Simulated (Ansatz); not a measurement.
Carrier properties of BeO under load (space group P6_3mc)

Data:

```xyz
4
Lattice="2.7033 0.0000 0.0000 -1.3517 2.3412 0.0000 0.0000 0.0000 4.2761" Properties=species:S:1:pos:R:3 pbc="T T T"
Be     0.0000     1.5608    -0.0128
Be     1.3517     0.7804     2.1253
O      0.0000     1.5608     1.6164
O      1.3517     0.7804     3.7544
```

These are r2SCAN, rigid bands (plane waves, PAW, scalar-relativistic; Ansatz, an electronic-structure program) values and carry that method's errors. Condition of this run: uniaxial stress along c of 10 GPa (compression positive) (the target of the relaxation). Geometry: cell and atoms relaxed with PBEsol, then loaded as said.

The band gap comes out as 8.57 eV. The electron conductivity mass (300 K, dilute) is 0.61 mₑ. The hole conductivity mass (300 K, dilute) is 2.9 (x), 2.9 (y), 0.53 (z) mₑ. The effective density of states N_c (300 K) is 1.2e19 cm⁻³ and the effective density of states N_v (300 K) is 5.1e19 cm⁻³. The density-of-states mass, electrons comes out as 0.61 mₑ. The density-of-states mass, holes comes out as 1.60 mₑ. The Seebeck coefficient, n-type 1e19 cm⁻³, 300 K is -235 μV/K and the best n-type power factor at 300 K for τ = 10 fs (best axis; densities from 1e16 to 1e21 cm⁻³ tried, whether or not they can be reached) is 3.2 μW/(cm·K²) at 3e19 cm⁻³. The Seebeck coefficient, p-type 1e19 cm⁻³, 300 K is 357 μV/K and the best p-type power factor at 300 K for τ = 10 fs (best axis; densities from 1e16 to 1e21 cm⁻³ tried, whether or not they can be reached) is 12.5 μW/(cm·K²) at 1e20 cm⁻³.

Rigid bands; masses and Seebeck coefficients take one relaxation time τ for all states and one kind of carrier; polarons and phonon drag are left out. Spin-orbit coupling is left out. Geometry: cell and atoms relaxed with PBEsol.
